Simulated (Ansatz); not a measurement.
Relaxation of a periodic cell of 17 atoms, Si16H (host Si, host structure diamond, interstitial H), to a largest force component of 0.08 eV/Å in at most 25 steps.

Computed with DFT PBE-D3(BJ), scalar-relativistic, plane waves, PAW in Ansatz 0.2.0. Settings: cutoff 420 eV, k mesh 2x2x2, fermi-dirac smearing 0.02 eV, spin collinear.

```xyz
17
Lattice="0.0000 5.4300 5.4300 5.4300 0.0000 5.4300 5.4300 5.4300 0.0000" Properties=species:S:1:pos:R:3:forces:R:3
Si 0.000 0.000 0.000 0.00 -0.11 -0.01
Si 1.357 1.357 1.357 0.05 -0.01 0.06
Si 2.715 2.715 0.000 0.00 -0.06 -0.05
Si 4.072 4.072 1.357 0.09 0.04 0.02
Si 2.715 0.000 2.715 -0.02 -0.02 -0.02
Si 4.072 1.357 4.072 -0.02 -0.03 -0.01
Si 5.430 2.715 2.715 -0.01 0.01 -0.12
Si 6.787 4.072 4.072 0.07 0.06 -0.01
Si 0.000 2.715 2.715 -0.05 -0.05 0.00
Si 1.357 4.072 4.072 0.02 0.03 0.09
Si 2.715 5.430 2.715 0.01 0.00 0.02
Si 4.072 6.787 4.072 0.01 0.02 0.01
Si 2.715 2.715 5.430 -0.11 0.01 -0.02
Si 4.072 4.072 6.787 -0.01 0.05 0.06
Si 5.430 5.430 5.430 -0.06 0.00 -0.06
Si 6.787 6.787 6.787 0.03 0.09 0.02
H 6.139 8.830 6.166 -0.01 -0.03 0.01
```

Q: Where does it end, and by what steps?

A: The run converged. The threshold is loose, so the end isn't yet a minimum. The force dipped under the threshold on the way, but the program's further checks kept it going. Limits of this set-up: coarse k mesh. After 9 steps the energy has fallen by 0.182 eV; H17 moved furthest, 0.93 Å.

```
step  energy less start (eV)  largest force component (eV/Å)  accepted
   0                  0.0000                           0.116       yes
   1                 -0.0036                           0.039       yes
   2                 -0.0148                           0.124       yes
   3                 -0.0410                           0.208       yes
   4                 -0.0634                           0.171       yes
   5                 -0.0913                           0.294       yes
   6                 -0.1127                           0.484       yes
   7                 -0.1538                           0.282       yes
   8                 -0.1779                           0.095       yes
   9                 -0.1819                           0.023       yes
```

```xyz
17
Lattice="0.0000 5.4300 5.4300 5.4300 0.0000 5.4300 5.4300 5.4300 0.0000" Properties=species:S:1:pos:R:3
Si 0.034 0.045 -0.019
Si 1.382 1.413 1.333
Si 2.750 2.759 -0.018
Si 4.083 4.143 1.343
Si 2.753 0.038 2.661
Si 4.100 1.382 4.036
Si 5.471 2.753 2.692
Si 6.839 4.123 4.037
Si 0.039 2.754 2.713
Si 1.388 4.102 4.082
Si 2.753 5.467 2.733
Si 4.119 6.834 4.079
Si 2.763 2.748 5.411
Si 4.128 4.097 6.764
Si 5.475 5.464 5.411
Si 6.860 6.796 6.771
H 5.502 8.213 6.438
```

Whether the end is a true minimum wasn't checked by a vibrational analysis.

The run took 74 s on 1 CPU thread of a shared host.
